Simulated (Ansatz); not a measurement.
**Sn: relaxation of cell and atoms with PBEsol+D3(BJ)-ATM**

Crystal: Sn.

```xyz
1
Lattice="-2.0292 2.0292 1.6608 2.0292 -2.0292 1.6608 2.0292 2.0292 -1.6608" Properties=species:S:1:pos:R:3 pbc="T T T"
Sn    0.0000    0.0000    0.0000
```

This isn't the form of Sn at room conditions, which is tetragonal (white tin).

```
Program             : Ansatz 0.2.0
Task                : relaxation of cell and atoms
Functional          : PBEsol
Dispersion          : D3(BJ)-ATM
Potentials or basis : Ansatz PAW
Cutoff              : 420 eV (not typed: the program's choice for these potentials)
k mesh              : 10 × 10 × 10
Occupations         : fermi-dirac, width 0.05 eV
Spin                : no spin polarisation
```

```
Relaxed volume                         : 25.17 Å³/atom
Relaxed cell                           : a = 3.219 Å, b = 3.219 Å, c = 3.219 Å, α = 105.05°, β = 105.05°, γ = 118.73°
Space group after relaxing (to 0.05 Å) : I4/mmm (No. 139)
Energy gained by relaxing              : 31.7 meV/atom
Ionic steps                            : 5
Pressure after relaxing                : 0.0 GPa
Band gap on the k mesh                 : none (metal or under the smearing width)
```

Step by step:
```csv
step,energy change (eV),largest force (eV/Å),volume (Å³)
1,0.0000,0.0000,27.35
2,-0.0313,0.0000,24.96
3,-0.0321,0.0000,25.22
4,-0.0321,0.0000,25.17
5,-0.0317,0.0000,25.17
```

Final structure:
```
Sn
1.0
    -1.95860    1.95860    1.64052
     1.95860   -1.95860    1.64052
     1.95860    1.95860   -1.64052
Sn
1
Direct
  0.00000 0.00000 0.00000
```

Levels at points of the mesh, in eV from the Fermi level:
```
              k point  band 5  band 6  band 7  band 8  band 9  band 10
   (0.00, 0.00, 0.00)  -21.29  -11.67    7.54    7.54   10.04    11.00
  (0.00, 0.00, -0.50)  -21.24   -7.36   -5.12    5.93    8.04    10.68
  (0.00, -0.50, 0.00)  -21.23   -5.90   -4.61    3.33    4.67     7.68
(-0.50, -0.50, -0.50)  -21.22   -2.88   -1.63   -1.63    2.23     3.05
```

Run time: 5.9 s on 2 threads of Arm Neoverse V1, with other jobs on the host, peak memory 0.32 GiB.

Caveat: the plane-wave basis is chosen anew once the cell has moved, so the energies of steps on either side of that aren't comparable; pairwise dispersion overbinds metals, which lowers pressure and volume; the PAW data sets come from PBE, with cores solved anew for the run's functional, which leaves a small shift of forces and pressure.
